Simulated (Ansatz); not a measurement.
## A computed series for GeO2: pressure series

The parent structure is GeO₂ (space group P3_121, No. 152).

```cif
data_Ge3O6
_chemical_formula_sum 'Ge3 O6'
_space_group_name_H-M_alt 'P3121'
_space_group_IT_number 152
_space_group_name_Hall 'P 31 2"'
_cell_length_a 4.98872
_cell_length_b 4.98872
_cell_length_c 5.67527
_cell_angle_alpha 90.000
_cell_angle_beta 90.000
_cell_angle_gamma 120.000
loop_
_atom_site_label
_atom_site_type_symbol
_atom_site_symmetry_multiplicity
_atom_site_Wyckoff_symbol
_atom_site_fract_x
_atom_site_fract_y
_atom_site_fract_z
_atom_site_occupancy
Ge1 Ge 3 a 0.54892 0.54892 0.00000 1
O1 O 6 c 0.39622 0.30313 0.24343 1
```

Cell and atoms are relaxed at each pressure.

All numbers come from r2SCAN (Ansatz, a quantum-chemistry and plane-wave program), scalar-relativistic without spin-orbit coupling.

```tsv
pressure (GPa)	volume per atom (Å³/atom)
-2	14.351
-1	?
0	13.591
9	11.518
18	10.411
30	9.505
45	8.768
60	8.241
```

Question: Fit the third-order Birch–Murnaghan form P(V) = (3B₀/2)[(V₀/V)^(7/3) − (V₀/V)^(5/3)]·[1 + (3/4)(B₀′ − 4)((V₀/V)^(2/3) − 1)] (squares taken in P) to the rows shown and predict the withheld row.

Answer: Least squares on the printed values gives V₀ = 13.560 Å³/atom, B₀ = 36.2 GPa, B₀′ = 4.8; this predicts 13.968 Å³/atom, and the run gives 13.945 Å³/atom, 0.023 lower.

Load acts through the strain it causes; cell and atoms are relaxed under it. Stability against distortions was not tested. Competing high-pressure phases were not computed.
